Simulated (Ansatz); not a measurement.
From the elastic tensor of Cu at 7 GPa (stress–strain coefficients) to moduli and sound speeds

All numbers below come from DFT PBE, scalar-relativistic, plane waves, PAW in Ansatz. Settings: 420 eV plane-wave cutoff, Γ-centred 18×18×6 mesh, Fermi-Dirac smearing of 0.15 eV. No spin polarisation.

It takes space group P6_3/mmc (No. 194, hexagonal). The conventional cell has a = 2.528 Å, b = 2.528 Å, c = 8.273 Å, α = 90.00°, β = 90.00°, γ = 120.00°. Cu (site symmetry -3m) is surrounded by 12 Cu at 2.53 Å. Around Cu (site symmetry -6m2) lie 12 Cu at 2.53 Å.

In a metal, frequencies and elastic constants depend on the k mesh and the smearing, soft modes and shear constants most. Other phases may be more stable at this pressure.

Relaxed-ion constants (GPa, on the Cartesian axes of the calculation):
```
261.0 153.1 109.6   0.0   0.0   0.0
153.1 261.0 109.6   0.0   0.0   0.0
109.6 109.6 302.8   0.0   0.0   0.0
  0.0   0.0   0.0  48.8   0.0   0.0
  0.0   0.0   0.0   0.0  48.8   0.0
  0.0   0.0   0.0   0.0   0.0  54.0
```

Density 9.219 g/cm³; 4 atoms in 45.79 Å³.

The values that follow are for a polycrystal of randomly turned grains, by Hill's mean where one number stands.

- Bulk modulus, Voigt / Reuss / Hill: 174.4 / 174.4 / 174.4 GPa
- Shear modulus, Voigt / Reuss / Hill: 60.5 / 56.6 / 58.5 GPa
- Young's modulus: 158 GPa
- Poisson ratio: 0.349
- Pugh ratio B/G: 2.98
- Universal anisotropy index: 0.34
- Longitudinal and transverse sound speeds: 5232 and 2519 m/s
- Debye temperature from the mean sound speed: 374 K

This form isn't the element's structure at ambient conditions.

Cost: 1 run of about 6.7 core-minutes, on Intel Xeon 6975P-C (Granite Rapids) (shared hosts).

The alternating cubic-like and hexagonal-like layers identify this as double-hexagonal close-packed copper. It resists compression almost equally along and across the stacking axis, as expected for close packing near the ideal axial ratio, so the Voigt and Reuss bulk moduli coincide. The anisotropy lies mainly in the response to shape change: C33 exceeds C11, while C44, which governs sliding of the close-packed planes over one another, is the smallest shear constant. Face-centred cubic copper is markedly more anisotropic; here the alternating layer orientations probably average out part of that directionality.

C12 and C13 exceed C66 and C44 by far more than the applied pressure would produce with purely central forces. This points to delocalised metallic bonding, in which the electron gas resists volume change more than shear, and fits the high B/G of 2.98. That ratio suggests ductility but doesn't establish it. The constants satisfy the conditions for stability against small homogeneous strains, which doesn't exclude phonon instabilities at finite wavevector.
